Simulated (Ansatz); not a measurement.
# ZnS (F-43m) in Ansatz: notebook

The runs below take ZnS through band structure, elastic constants, with RPBE, LDA, PBE.

Program: Ansatz 0.2.0. These are calculated values, not measurements. Logs are shortened: lines on timing, memory, paths and dates and some standing lists are left out, and cuts for length are marked.

**Experimental background.**

“Electronic, vibrational, and thermodynamic properties of ZnS (zincblende and rocksalt structure)”, 2009, arxiv:0911.5022 quotes, for a bulk crystal of ZnS at 19 K: band gap 3.85 eV (direct).

How close the calculation comes is told below.

## 1. The structure

It takes space group F-43m (No. 216, cubic). Conventional cell: a = 5.404 Å, b = 5.404 Å, c = 5.404 Å, α = 90.00°, β = 90.00°, γ = 90.00°. Zn (site symmetry -43m) has 4 S at 2.34 Å as nearest neighbours. Around S (site symmetry -43m) lie 4 Zn at 2.34 Å.

## 2. Band structure, RPBE

File input.yaml:

```yaml
crystal:
  lattice:
    - [0.0, 2.702, 2.702]
    - [2.702, 0.0, 2.702]
    - [2.702, 2.702, 0.0]
  atoms:
    - { symbol: Zn, position: [0.75, 0.75, 0.75] }
    - { symbol: S, position: [0.0, 0.0, 0.0] }
kpoints:
  mp_grid: { grid: [9, 9, 9] }
  band_path:
    path:
      - [0.0, 0.0, 0.0]
      - [0.5, 0.0, 0.5]
      - [0.5, 0.25, 0.75]
      - [0.375, 0.375, 0.75]
      - [0.0, 0.0, 0.0]
      - [0.5, 0.5, 0.5]
      - [0.625, 0.25, 0.625]
      - [0.5, 0.25, 0.75]
    npoints: 10
scf:
  occupations: { method: fermi_dirac, width: 0.05 }
hamiltonian:
  xc: rpbe
  pseudopotentials: { kind: all_electron, lapw: { basis_error: 0.001 } }
output:
  forces: true
  stress: true
  eigenvalues: true
```

Potentials or basis: all-electron LAPW, scalar-relativistic.

Command:

```bash
ansatz run input.yaml --threads 1 --pin off --max-ram 3072MiB --backend cpu --events-out ev --progress --plain --runs-dir out
```

Standard output:

```text
Warning: RAYON_NUM_THREADS=1 ignored (pool sized by the plan → 1); use --threads N
LAPW: plane waves up to 8.577 Å⁻¹, error target 1.0e-3 eV per atom; small_component_spin mean_spin; S in spheres of 1.038 Å, 14 of its electrons in bands, Dirac shells []; Zn in spheres of 1.302 Å, 20 of its electrons in bands, Dirac shells [] (how accurate: hamiltonian.pseudopotentials.lapw.basis_error, Limitations)
Engine: ansatz 0.2.0, x86_64-unknown-linux-gnu
Pseudopotentials: kind: all_electron
Pseudopotential: Zn, LAPW, valence charge 20, lapw/all_electron/scalar/gaussian/Zn, Koelling and Harmon's equation, gaussian nucleus
Pseudopotential: S, LAPW, valence charge 14, lapw/all_electron/scalar/gaussian/S, Koelling and Harmon's equation, gaussian nucleus
Functional definition: RPBE
  parameter kappa = 0.804
  parameter beta = 0.06672455060314922
  exchange = rpbe_x(kappa = kappa, mu = beta*pi^2/3)
  correlation = pbe_c(beta = beta)
Crystal: 2 atoms, lattice volume = 39.454 Å³
Basis set: ecut = 280.26285626979416 eV, 411 PW (Γ), exchange–correlation at level 2
Bands: 21, of which v1, the nominal top of the filled ones, is band 17 counted from 1 (16 counted from 0)
Symmetry: 24 space group operations
Space group: F-43m (ITA 216), of the structure as read, at distance tolerance 3.4e-5 Å
k-points: 35 of 729 (time reversal used)
Non-local potential: Zn, projectors of the file, none
Non-local potential: S, projectors of the file, none
Initial density: superposition of atomic densities (chi_scale 0.1, normalization cell, long waves kept (reshape's long-wave potential 0.00 eV rms))
Initial wavefunctions: plane waves of lowest kinetic energy (no species holds an atomic orbital)
Functional: x = rpbe, c = pbe(β = 0.06672455060314922)
iter 1 solved again at ethr=3.25e-3 eV; its pass at ethr=1.00e-1 eV (dr2=1.10e0 eV) is discarded
SCF iter   1: F=—  HF=-59746.638268 eV  |F-HF|=—  |Δ(HF+E_count)|=         —  Δρ=4.11e-2  dr2=1.11e0  ethr=3.25e-3  ⟨swp⟩=2.0  Hψ=5009  notcnv=0
preconditioner: auto → none  [insulator: Δε(μ)=2.495 eV  Ē_g=11.659 eV  σ=0.050 eV  W_gap=1.00  n_scr=14 (ndim 8)  ℏωp=25.1 eV  f_vac=0.112  D(μ)=0.00/eV (n_scr^D=0)  ε∞_Penn≈5.6]
iter 2 solved again at ethr=1.43e-4 eV; its pass at ethr=3.25e-3 eV (dr2=4.85e-2 eV) is discarded
SCF iter   2: F=—  HF=-59746.300881 eV  |F-HF|=—  |Δ(HF+E_count)|=   3.37e-1  Δρ=1.32e-2  dr2=4.85e-2  ethr=1.43e-4  ⟨swp⟩=2.0  Hψ=3846  notcnv=0
SCF iter   3: F=—  HF=-59746.218347 eV  |F-HF|=—  |Δ(HF+E_count)|=   8.25e-2  Δρ=7.65e-3  dr2=1.66e-2  ethr=1.43e-4  ⟨swp⟩=3.0  Hψ=2264  notcnv=0
SCF iter   4: F=—  HF=-59746.212610 eV  |F-HF|=—  |Δ(HF+E_count)|=         —  Δρ=3.87e-3  dr2=4.31e-3  ethr=4.88e-5  ⟨swp⟩=2.0  Hψ=2117  notcnv=0
the basis was enlarged: its passes take 218.7 KiB over the memory plan, 1 of 1 planned eigensolver slots
SCF iter   5: F=—  HF=-59746.214223 eV  |F-HF|=—  |Δ(HF+E_count)|=   1.61e-3  Δρ=7.62e-4  dr2=1.76e-4  ethr=1.27e-5  ⟨swp⟩=2.7  Hψ=2153  notcnv=0
SCF iter   6: F=—  HF=-59746.214418 eV  |F-HF|=—  |Δ(HF+E_count)|=   1.95e-4  Δρ=9.96e-5  dr2=3.57e-6  ethr=5.16e-7  ⟨swp⟩=3.0  Hψ=2166  notcnv=0
SCF iter   7: F=-59746.214430 eV  HF=-59746.214430 eV  |F-HF|=5.68e-8  |Δ(HF+E_count)|=   1.23e-5  Δρ=5.72e-6  dr2=2.10e-8  ethr=1.05e-8  ⟨swp⟩=3.0  Hψ=2274  notcnv=0
SCF 1 converged in 7 iterations: F = -59746.214430 eV  dr2 = 2.10e-8
NSCF: frozen V_eff on 71 k-points
SCF converged after 7 iterations
Free energy (F): -59746.214430 eV
Harris-Foulkes:  -59746.214430 eV  (|F-HF|=5.68e-8)
Internal energy: -59746.214430 eV  (E = F + TS)
E sigma→0 (E₀):  -59746.214430 eV
Fermi energy:    8.603863 eV
--- Per-component energies (eV) ---
  E_band       = -1876.166136
  E_kinetic    = 60695.917438
  E_xc         = -2658.469801
  E_electrostatic = -117783.662068  (all electrons and nuclei)
  E_smearing   = -0.000000  (= −TS)
  E_closure    = 0.000000  (closes the sum)
  E_atoms      = -59740.056448  (free atoms, spherical and without spin; not in F)
  Σ components = -59746.214430   (vs F -59746.214430, Δ=0.00e0)
  Basis errors (estimates in eV, not in F): energy 4.7e-4 per atom: plane waves 4.2e-4 (2.5e-4 summed), levels above the bands 1.2e-69, relativity 6.4e-8, radial functions 4.5e-5, core shells 1.6e-10; eigenvalues (radial functions only) 1.2e-6; not estimated: angular momenta, meshes, grids; target (lapw.basis_error) 1.0e-3; muffin-tin radii S 1.038 Å, Zn 1.302 Å
--- Forces (eV/Å), atoms counted from 1 ---
  atom   1  Zn    -0.00000000     0.00000000     0.00000000
  atom   2  S      0.00000000    -0.00000000     0.00000000
  max |Σ_I F_I| component: 6.01e-17 eV/Å
--- Stress (GPa, compression-positive) ---
        4.191249      -0.000000      -0.000000
       -0.000000       4.191249       0.000000
       -0.000000       0.000000       4.191249
  P = ⅓ Tr σ = 4.1912 GPa (41.912 kbar)
--- Band table (eV; the first three rows and the last of 35) ---
  k-point 0: bands = ["-197.3871", "-141.9484", "-141.9484", "-141.9484", "-117.5392", "-71.6287", "-71.6287", "-71.6287", "-5.7009", "1.1267", "1.1267", "1.1267", "1.6301", "1.6301", "7.4206", "7.4206", "7.4206", "9.7057", "13.8631", "13.8631", "13.8631"]
  k-point 1: bands = ["-197.3871", "-141.9485", "-141.9484", "-141.9484", "-117.5391", "-71.6287", "-71.6287", "-71.6287", "-5.6089", "1.1280", "1.1436", "1.1436", "1.6287", "1.6287", "6.5178", "7.3034", "7.3034", "10.3851", "13.7903", "14.0674", "14.0674"]
  k-point 2: bands = ["-197.3871", "-141.9485", "-141.9484", "-141.9484", "-117.5391", "-71.6288", "-71.6287", "-71.6287", "-5.3609", "1.1590", "1.1834", "1.1834", "1.6300", "1.6300", "5.0096", "7.0308", "7.0308", "10.9913", "14.2209", "14.4285", "14.4285"]
  k-point 34: bands = ["-197.3871", "-141.9484", "-141.9484", "-141.9484", "-117.5391", "-71.6289", "-71.6288", "-71.6288", "-4.4946", "1.2592", "1.3919", "1.5548", "1.6176", "1.9792", "2.9140", "4.5665", "5.0812", "13.1097", "13.4069", "15.0292", "16.5406"]
```

bands.tsv:

```text
# k_distance	band_0	band_1	band_2	band_3	band_4	band_5	band_6	band_7	band_8	band_9	band_10	band_11	band_12	band_13	band_14	band_15	band_16	band_17	band_18	band_19	band_20
# fermi_ev = 8.603863
# lock_threshold_ev = 1e-6
[... 16 lines left out ...]
0.581346	-205.990939	-150.552314	-150.552313	-150.552313	-126.143010	-80.232668	-80.232618	-80.232618	-13.747561	-7.521367	-7.329897	-7.329897	-7.011989	-6.936137	-3.706879	-2.405952	-2.405952	3.449265	3.475178	7.394865	7.394865
[... 63 lines left out ...]
5.477218	-205.990938	-150.552310	-150.552309	-150.552305	-126.143007	-80.232715	-80.232693	-80.232653	-13.074795	-7.342768	-7.192123	-7.037328	-7.005584	-6.576911	-5.725558	-3.945475	-3.794428	4.587965	4.901509	6.790371	7.217316
5.518326	-205.990938	-150.552310	-150.552309	-150.552305	-126.143007	-80.232715	-80.232694	-80.232653	-13.073800	-7.341825	-7.191325	-7.033476	-7.010262	-6.574558	-5.725843	-3.893207	-3.860096	4.634162	4.909897	6.781238	7.153238
```

Run time: 4.6 s. Hardware: 1 thread of AMD EPYC 9R45 (Zen 5), shared host; peak memory 0.32 GiB.

What came out:

```
Free energy             : -59746.2144 eV
Pressure                : 4.2 GPa
Band gap on the k mesh  : 2.29 eV, direct
Band gap along the path : 2.29 eV, direct
```

Levels at the corners of the path, in eV from the valence-band top:
| point | band 13 | band 14 | band 15 | band 16 | band 17 | band 18 | band 19 | band 20 | band 21 |
| --- | --- | --- | --- | --- | --- | --- | --- | --- | --- |
| Γ | -5.79 | -5.79 | 0.00 | 0.00 | 0.00 | 2.29 | 6.44 | 6.44 | 6.44 |
| X | -5.72 | -5.57 | -4.51 | -2.20 | -2.20 | 3.56 | 4.18 | 11.15 | 12.04 |
| W | -5.83 | -5.39 | -4.54 | -2.71 | -2.68 | 5.82 | 6.09 | 7.96 | 8.34 |
| K | -5.76 | -5.44 | -4.57 | -3.07 | -1.79 | 4.25 | 6.05 | 9.50 | 9.80 |
| Γ | -5.79 | -5.79 | 0.00 | 0.00 | 0.00 | 2.29 | 6.44 | 6.44 | 6.44 |
| L | -5.76 | -5.58 | -5.24 | -0.86 | -0.86 | 3.44 | 6.97 | 6.97 | 9.06 |
| U | -5.76 | -5.44 | -4.57 | -3.07 | -1.79 | 4.25 | 6.05 | 9.50 | 9.80 |
| W | -5.83 | -5.39 | -4.54 | -2.71 | -2.68 | 5.82 | 6.09 | 7.96 | 8.34 |

## 3. Band structure, LDA

Edit input.yaml of step 2 so:

```diff
@@ -24,3 +24,3 @@
 hamiltonian:
-  xc: rpbe
+  xc: lda
   pseudopotentials: { kind: all_electron, lapw: { basis_error: 0.001 } }
```

Potentials or basis: all-electron LAPW, scalar-relativistic.

Command:

```bash
ansatz run input.yaml --threads 1 --pin off --max-ram 3072MiB --backend cpu --events-out ev --progress --plain --runs-dir out
```

Standard output:

```text
Warning: RAYON_NUM_THREADS=1 ignored (pool sized by the plan → 1); use --threads N
LAPW: plane waves up to 8.593 Å⁻¹, error target 1.0e-3 eV per atom; small_component_spin mean_spin; S in spheres of 1.039 Å, 14 of its electrons in bands, Dirac shells []; Zn in spheres of 1.301 Å, 20 of its electrons in bands, Dirac shells [] (how accurate: hamiltonian.pseudopotentials.lapw.basis_error, Limitations)
Engine: ansatz 0.2.0, x86_64-unknown-linux-gnu
Pseudopotentials: kind: all_electron
Pseudopotential: Zn, LAPW, valence charge 20, lapw/all_electron/scalar/gaussian/Zn, Koelling and Harmon's equation, gaussian nucleus
Pseudopotential: S, LAPW, valence charge 14, lapw/all_electron/scalar/gaussian/S, Koelling and Harmon's equation, gaussian nucleus
Functional definition: SPW92
  exchange = slater_x
  correlation = pw_c
Crystal: 2 atoms, lattice volume = 39.454 Å³
Basis set: ecut = 281.34680307758276 eV, 411 PW (Γ), exchange–correlation at level 2
Bands: 21, of which v1, the nominal top of the filled ones, is band 17 counted from 1 (16 counted from 0)
Symmetry: 24 space group operations
Space group: F-43m (ITA 216), of the structure as read, at distance tolerance 3.4e-5 Å
k-points: 35 of 729 (time reversal used)
Non-local potential: Zn, projectors of the file, none
Non-local potential: S, projectors of the file, none
Initial density: superposition of atomic densities (chi_scale 0.1, normalization cell, long waves kept (reshape's long-wave potential 0.00 eV rms))
Initial wavefunctions: plane waves of lowest kinetic energy (no species holds an atomic orbital)
Functional: x = slater, c = lda
iter 1 solved again at ethr=2.72e-3 eV; its pass at ethr=1.00e-1 eV (dr2=9.23e-1 eV) is discarded
SCF iter   1: F=—  HF=-59632.635256 eV  |F-HF|=—  |Δ(HF+E_count)|=         —  Δρ=3.84e-2  dr2=9.25e-1  ethr=2.72e-3  ⟨swp⟩=2.0  Hψ=4998  notcnv=0
preconditioner: auto → none  [insulator: Δε(μ)=2.191 eV  Ē_g=11.550 eV  σ=0.050 eV  W_gap=1.00  n_scr=14 (ndim 8)  ℏωp=25.1 eV  f_vac=0.115  D(μ)=0.00/eV (n_scr^D=0)  ε∞_Penn≈5.7]
iter 2 solved again at ethr=1.63e-4 eV; its pass at ethr=2.72e-3 eV (dr2=5.55e-2 eV) is discarded
SCF iter   2: F=—  HF=-59632.323466 eV  |F-HF|=—  |Δ(HF+E_count)|=   3.12e-1  Δρ=1.34e-2  dr2=5.54e-2  ethr=1.63e-4  ⟨swp⟩=2.0  Hψ=3877  notcnv=0
SCF iter   3: F=—  HF=-59632.212682 eV  |F-HF|=—  |Δ(HF+E_count)|=   1.11e-1  Δρ=7.46e-3  dr2=1.43e-2  ethr=1.63e-4  ⟨swp⟩=3.0  Hψ=2258  notcnv=0
SCF iter   4: F=—  HF=-59632.202432 eV  |F-HF|=—  |Δ(HF+E_count)|=         —  Δρ=3.38e-3  dr2=3.01e-3  ethr=4.21e-5  ⟨swp⟩=2.0  Hψ=2020  notcnv=0
the basis was enlarged: its passes take 71.0 KiB over the memory plan, 1 of 1 planned eigensolver slots
SCF iter   5: F=—  HF=-59632.201392 eV  |F-HF|=—  |Δ(HF+E_count)|=   1.04e-3  Δρ=4.88e-4  dr2=5.31e-5  ethr=8.85e-6  ⟨swp⟩=2.0  Hψ=2020  notcnv=0
SCF iter   6: F=—  HF=-59632.201384 eV  |F-HF|=—  |Δ(HF+E_count)|=   8.00e-6  Δρ=4.49e-5  dr2=4.04e-7  ethr=1.56e-7  ⟨swp⟩=2.0  Hψ=2020  notcnv=0
SCF iter   7: F=-59632.201384 eV  HF=-59632.201384 eV  |F-HF|=9.72e-9  |Δ(HF+E_count)|=   1.01e-7  Δρ=3.59e-6  dr2=3.10e-9  ethr=1.19e-9  ⟨swp⟩=2.2  Hψ=2028  notcnv=0
SCF 1 converged in 7 iterations: F = -59632.201384 eV  dr2 = 3.10e-9
NSCF: frozen V_eff on 71 k-points
SCF converged after 7 iterations
Free energy (F): -59632.201384 eV
Harris-Foulkes:  -59632.201384 eV  (|F-HF|=9.72e-9)
Internal energy: -59632.201384 eV  (E = F + TS)
E sigma→0 (E₀):  -59632.201384 eV
Fermi energy:    8.007750 eV
--- Per-component energies (eV) ---
  E_band       = -1886.036319
  E_kinetic    = 60545.278716
  E_xc         = -2540.886743
  E_electrostatic = -117636.593356  (all electrons and nuclei)
  E_smearing   = -0.000000  (= −TS)
  E_closure    = 0.000000  (closes the sum)
  E_atoms      = -59624.036302  (free atoms, spherical and without spin; not in F)
  Σ components = -59632.201384   (vs F -59632.201384, Δ=0.00e0)
  Basis errors (estimates in eV, not in F): energy 4.4e-4 per atom: plane waves 4.1e-4 (2.4e-4 summed), levels above the bands 7.0e-69, relativity 2.7e-9, radial functions 2.8e-5, core shells 1.4e-10; eigenvalues (radial functions only) 1.2e-6; not estimated: angular momenta, meshes, grids; target (lapw.basis_error) 1.0e-3; muffin-tin radii S 1.039 Å, Zn 1.301 Å
--- Forces (eV/Å), atoms counted from 1 ---
  atom   1  Zn    -0.00000000     0.00000000     0.00000000
  atom   2  S      0.00000000    -0.00000000    -0.00000000
  max |Σ_I F_I| component: 4.63e-17 eV/Å
--- Stress (GPa, compression-positive) ---
       -4.539445       0.000000      -0.000000
        0.000000      -4.539445       0.000000
       -0.000000       0.000000      -4.539445
  P = ⅓ Tr σ = -4.5394 GPa (-45.394 kbar)
--- Band table (eV; the first three rows and the last of 35) ---
  k-point 0: bands = ["-196.6578", "-142.3539", "-142.3539", "-142.3539", "-117.0802", "-71.7139", "-71.7139", "-71.7139", "-6.0867", "0.5557", "0.5557", "0.5557", "1.0390", "1.0390", "7.0380", "7.0380", "7.0380", "8.8974", "13.2601", "13.2601", "13.2601"]
  k-point 1: bands = ["-196.6578", "-142.3539", "-142.3539", "-142.3539", "-117.0802", "-71.7140", "-71.7139", "-71.7139", "-5.9918", "0.5560", "0.5723", "0.5723", "1.0375", "1.0375", "6.0585", "6.9173", "6.9173", "9.6406", "13.1511", "13.4670", "13.4670"]
  k-point 2: bands = ["-196.6578", "-142.3539", "-142.3539", "-142.3539", "-117.0802", "-71.7140", "-71.7139", "-71.7139", "-5.7353", "0.5847", "0.6112", "0.6112", "1.0385", "1.0385", "4.5115", "6.6385", "6.6385", "10.2603", "13.5252", "13.8317", "13.8317"]
  k-point 34: bands = ["-196.6578", "-142.3539", "-142.3539", "-142.3539", "-117.0802", "-71.7141", "-71.7140", "-71.7140", "-4.8350", "0.6843", "0.8085", "0.9678", "1.0271", "1.3988", "2.3960", "4.0858", "4.6213", "12.4399", "12.7971", "14.3208", "15.8447"]
```

Wall time 4.5 s (1 thread of AMD EPYC 9R45 (Zen 5), shared host); peak memory 0.31 GiB.

Results:

```
Free energy             : -59632.2014 eV
Pressure                : -4.5 GPa
Band gap on the k mesh  : 1.86 eV, direct
Band gap along the path : 1.86 eV, direct
```

Levels at the corners of the path, in eV from the valence-band top:
```csv
point,band 14,band 15,band 16,band 17,band 18,band 19,band 20,band 21
Γ,-6.00,0.00,0.00,0.00,1.86,6.22,6.22,6.22
X,-5.78,-4.67,-2.25,-2.25,3.19,3.88,10.69,11.74
W,-5.59,-4.68,-2.80,-2.77,5.52,5.89,7.66,7.99
K,-5.64,-4.71,-3.17,-1.83,3.92,5.80,9.14,9.60
Γ,-6.00,0.00,0.00,0.00,1.86,6.22,6.22,6.22
L,-5.79,-5.38,-0.88,-0.88,3.09,6.76,6.76,8.62
U,-5.64,-4.71,-3.17,-1.83,3.92,5.80,9.14,9.60
W,-5.59,-4.68,-2.80,-2.77,5.52,5.89,7.66,7.99
```

(Continued in part 2 of 2.)
